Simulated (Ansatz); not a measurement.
Crystal: CsPbCl3.

```
CELL_PARAMETERS angstrom
5.60500 0.00000 0.00000
0.00000 5.60500 0.00000
0.00000 0.00000 5.60500
ATOMIC_POSITIONS crystal
Pb 0.50000 0.50000 0.50000
Cs 0.00000 0.00000 0.00000
Cl 0.50000 0.00000 0.50000
Cl 0.00000 0.50000 0.50000
Cl 0.50000 0.50000 0.00000
```

* Program: Ansatz 0.2.0
* Task: relaxation of cell and atoms
* Functional: revPBE
* Dispersion: D3(BJ)
* Potentials or basis: Ansatz PAW
* Cutoff: 420 eV (not typed: the program's choice for these potentials)
* k mesh: 5 × 5 × 5
* Occupations: fermi-dirac, width 0.05 eV
* Spin: no spin polarisation

At the start: volume 35.22 Å³/atom.

Problem. Where does the relaxation end?

Solution. It ends after 4 steps and the volume is 37.05 Å³/atom (+5.2 %); space group Pm-3m (No. 221, to 0.05 Å).

The path:
```tsv
step	energy change (eV)	largest force (eV/Å)	volume (Å³)
1	0.0000	0.0000	176.09
2	-0.0319	0.0000	182.04
3	-0.0365	0.0000	185.23
4	-0.0369	0.0000	185.23
```

Final structure:
```
Pb Cs Cl
1.0
     5.70041    0.00000    0.00000
     0.00000    5.70041    0.00000
     0.00000    0.00000    5.70041
Pb Cs Cl
1 1 3
Direct
  0.50000 0.50000 0.50000
  0.00000 0.00000 0.00000
  0.50000 0.00000 0.50000
  0.00000 0.50000 0.50000
  0.50000 0.50000 0.00000
```

Caveat: the plane-wave basis is chosen anew once the cell has moved, so the energies of steps on either side of that aren't comparable; the PAW data sets come from PBE, with cores solved anew for the run's functional, which leaves a small shift of forces and pressure.
